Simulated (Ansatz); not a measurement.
**LaScO3 — ¹⁷O NMR of the central transition**

Cell: an entry of the Crystallography Open Database (COD), ions relaxed with PBE at fixed cell.

Space group Pnma (No. 62); a = 5.7907, b = 8.0945, c = 5.6803 Å.

| site | Wyckoff | site symmetry | x | y | z |
| --- | --- | --- | --- | --- | --- |
| La | 4c | .m. | 0.9553 | 0.2500 | 0.0110 |
| Sc | 4b | -1 | 0.5000 | 0.0000 | 0.0000 |
| O9 | 8d | 1 | 0.2967 | 0.9468 | 0.7035 |
| O17 | 4c | .m. | 0.5336 | 0.2500 | 0.8997 |

One atom of each set is listed.

All values are calculated (Ansatz; DFT, PBE, plane waves and PAW, scalar-relativistic, 420 eV cutoff, Γ-centred 4×3×4 k-points, Fermi–Dirac smearing 0.02 eV), not measured.

¹⁷O has I = 5/2 and Q = -25.58 mb (Pyykkö 2018); at 14.1 T its Larmor frequency is ν₀ = 81.4 MHz. Only the quadrupole interaction is simulated: positions count from each site's isotropic chemical shift, and J coupling is left out, as are shift anisotropy and dipolar coupling, which fast spinning averages.

Q: What does the ¹⁷O spectrum (fast magic-angle spinning) show for each site?

A: 

```
site                                                    first shell  C_Q (MHz)     η  P_Q (MHz)  δ_QIS (ppm)  breadth (kHz)
  O9  2 Sc at 2.10–2.12 Å, 1 La at 2.41 Å; also 2 La at 2.70–2.89 Å      -1.20  0.23       1.21        -1.32          0.245
 O17                            2 Sc at 2.11 Å, 2 La at 2.38–2.52 Å     -0.521  0.26      0.527       -0.251         0.0466
```

δ_QIS = −(ν_Q²/30ν₀²)[I(I+1) − 3/4](1 + η²/3) × 10⁶ ppm with ν_Q = 3|C_Q|/[2I(2I−1)]; it falls as 1/B₀² in ppm, and the breadth as 1/B₀ in kHz.

At O9 V_zz stands upright on the plane through its three neighbours (within 8°).

Without spin–orbit coupling (the program notes it for La) the gradients are little affected as a rule: paired runs on crystals with a gap mostly move them by under 2 % at such atoms.
